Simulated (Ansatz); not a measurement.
**Ionic part of the dielectric constant of BN at 25 GPa, mode by mode**

Theory: DFT PBE+D3(BJ), scalar-relativistic, plane waves, PAW in Ansatz. Settings: 420 eV plane-wave cutoff, Γ-centred 12×12×12 mesh, fixed occupations. No spin polarisation. Phonons by linear response, acoustic sum rule imposed.

Symmetry: R3m, No. 160, trigonal system. Conventional cell: a = 2.465 Å, b = 2.465 Å, c = 7.750 Å, α = 90.00°, β = 90.00°, γ = 120.00°. B (site symmetry 3m) has 3 N at 1.42 Å as nearest neighbours. N (site symmetry 3m) has 3 B at 1.42 Å as nearest neighbours.

The primitive cell has V = 13.60 Å³ and ε∞,xx = 5.490. Each polar mode adds Δε = (4.92064×10⁷/V)·S/ν² along x, with S its oscillator strength in e²/amu, ν in cm⁻¹ and V in Å³.

Question: From these modes, find each Δε and ε0,xx.
```json
{"ν (cm⁻¹)": "1445.3", "S_xx (e²/amu)": "1.125"}
```

Answer:
```
ν (cm⁻¹)    Δε
  1445.3  1.95
```

The sum is 1.950, so ε0,xx = 7.44; the run's tensor has 7.44.

Question: Where do the longitudinal modes lie for a wave vector along x?

Answer: At 1682 cm⁻¹. The Lyddane–Sachs–Teller product Π(ν_LO/ν_TO)² = 1.36 matches ε0/ε∞ = 1.36.

This form isn't the usual stable structure of the compound at low pressure.

Cost: 1 run of about 0.41 core-minutes, on Intel Xeon Platinum 8488C (Sapphire Rapids) (shared hosts).